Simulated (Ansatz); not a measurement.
A run of Ansatz 0.2.0:

File input:

```
crystal:
  lattice:
    - [0.0, 4.1175163063, 4.2628978354]
    - [2.3895119538, 0.0, 4.2628978354]
    - [2.3895119538, 4.1175163063, 0.0]
  atoms:
    - { symbol: Ti, position: [0.75, 0.75, 0.75] }
    - { symbol: Ti, position: [0.5, 0.5, 0.5] }
    - { symbol: Si, position: [0.41256561, 0.08743439, 0.41256561] }
    - { symbol: Si, position: [0.08743439, 0.41256561, 0.08743439] }
    - { symbol: Si, position: [0.16256561, 0.83743439, 0.16256561] }
    - { symbol: Si, position: [0.83743439, 0.16256561, 0.83743439] }
hamiltonian:
  xc: hse06
  pseudopotentials: { kind: paw }
kpoints:
  mp_grid: { grid: [6, 6, 6] }
  band_path:
    path:
      - [[0.0, 0.0, 0.0], [0.5, 0.0, 0.5], [1.0, 0.5, 0.5], [0.5, 0.5, 0.0], [0.0, 0.0, 0.0], [0.0, 0.4127457158, 0.4127457158], [0.5, 0.2443551471, 0.7443551471], [0.5, 0.0, 0.5]]
      - [[1.0, 0.5, 0.5], [1.0, 0.5872542842, 0.5872542842]]
      - [[0.0, 0.4127457158, 0.4127457158], [0.5, 0.7556448529, 0.2556448529], [0.5, 0.5, 0.0]]
      - [[0.5, 0.5, 0.5], [0.0, 0.0, 0.0]]
    npoints: 4
scf:
  occupations: { method: fermi_dirac, width: 0.05 }
  n_extra_bands: 15
output:
  forces: true
  stress: true
  eigenvalues: true
  fatbands: false
  write_density: true
  write_potential: true
  elf: true
  volumetric_format: npy
```

Hardware: 1 × NVIDIA H100 80GB HBM3 with 2 threads of AMD EPYC 7R13 Processor (Zen 3), on a shared host.

Task: Estimate the wall time of this run.

Result: Run time: 3.8 min on 1 × NVIDIA H100 80GB HBM3 with 2 threads of AMD EPYC 7R13 Processor (Zen 3), with other jobs on the host, peak memory 4.4 GiB. Counts: scf iterations 20, plane waves 1617, k points 46, bands 35.
